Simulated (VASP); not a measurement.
Set up this calculation in VASP 6.6.1, as the native input.

- Task: relaxation of the atoms
- Functional: PBE
- Dispersion: D3(BJ)
- Potentials or basis: VASP PAW PBE potentials, release 64 (H, Cl)
- Cutoff: 520 eV
- k mesh: 1 × 1 × 1
- Occupations: fermi-dirac, width 0.02 eV
- Spin: no spin polarisation
- Dipole correction: no
- Further INCAR settings: ALGO = Fast; EDIFF = 1e-06; IBRION = 2; EDIFFG = -0.3; NSW = 35

The structure of H3Cl lies in POSCAR:

```
H3Cl
1.0
    6.2402510000      0.0000000000      0.0000000000
    0.0000000000      6.2402510000      0.0000000000
    0.0000000000      0.0000000000      6.2402510000
H Cl
9 3
Direct
    0.8102138000      0.8111899000      0.6042841000
    0.8340996000      0.8111901000      0.7199749000
    0.1579328000      0.2542700000      0.7295069000
    0.2039716000      0.3536241000      0.7738248000
    0.4453198000      1.0343893000      0.6131804000
    0.4273793000      0.9241316000      0.5747582000
    0.9460549000      0.6323762000      0.1745550000
    0.6320200000      0.3598867000      0.3427990000
    0.2626443000      0.1000442000      0.0972699000
    0.7617382000      0.7166273000      0.1429029000
    0.7427184000      0.3827591000      0.5139582000
    0.2323602000     -0.0919188000      0.1628885000
```

The cell was built by a generator and needn't be a form met in nature.

These files were run (other wordings do the same):

INCAR

```
ALGO     = Fast           # electronic algorithm
EDIFF    = 1E-6           # SCF threshold, eV
EDIFFG   = -0.3           # ionic threshold
ENCUT    = 520            # plane-wave cutoff, eV
GGA      = PE             # functional
IBRION   = 2              # ionic algorithm
ISIF     = 2              # what is computed and relaxed
ISMEAR   = -1             # smearing method
IVDW     = 12             # dispersion correction
LASPH    = T              # aspherical terms in the spheres
LCHARG   = F              # write CHGCAR
LREAL    = F              # projectors in reciprocal space
LWAVE    = F              # write WAVECAR
NELM     = 100            # most SCF steps
NSW      = 35             # ionic steps
PREC     = Accurate       # precision mode
SIGMA    = 0.02           # smearing width, eV
```

KPOINTS

```
k-points
0
Gamma
  1 1 1
```

Potentials or basis: VASP PAW PBE potentials, release 64 (H, Cl).

Launch:

```sh
$ cat potpaw_PBE.64/H/POTCAR potpaw_PBE.64/Cl/POTCAR > POTCAR
$ mpirun -np 1 vasp_gam > vasp.out
```

It gave:

```json
{
  "Energy gained by relaxing": "23.0 meV/atom",
  "Ionic steps": "11",
  "Pressure after relaxing": "0.3 GPa",
  "Largest force after relaxing": "0.254 eV/Å",
  "Band gap on the k mesh": "5.55 eV, direct",
  "Dispersion energy per atom": "-0.036 eV"
}
```

Caveat: the relaxation stopped at a loose force limit of 0.3 eV/Å, so its end isn't a converged minimum.

Wall time 60 s on 1 thread of AMD EPYC 9R45 96-Core Processor (Zen 5) (shared host), peak memory 0.28 GiB.
